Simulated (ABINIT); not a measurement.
Crystal: BP.

```
P B
1.0
     0.00000    2.26900    2.26900
     2.26900    0.00000    2.26900
     2.26900    2.26900    0.00000
P B
1 1
Cartesian
  3.4035 3.4035 3.4035
  0.0000 0.0000 0.0000
```

Base run:

* Program: ABINIT 10.8.3 (patched build)
* Functional: AM05
* Potentials or basis: JTH PAW PBE v2.0
* Cutoff: 653 eV
* k mesh: 10 × 10 × 10
* Occupations: fermi-dirac, width 0.05 eV
* Spin: no spin polarisation

Its results: band gap on the k mesh 1.15 eV, indirect (least direct gap 3.33 eV); pressure -2.0 GPa.

The run is repeated on the same cell with these changes: functional from AM05 to LDA. What comes out?

Band gap on the k mesh 1.20 eV, indirect (least direct gap 3.38 eV); pressure -4.5 GPa.

LDA binds more tightly than AM05, so the same cell stands under less pressure.

Caveats: the PAW data sets were made with another functional, which shifts forces and pressure a little.

A k mesh can miss the band edges.
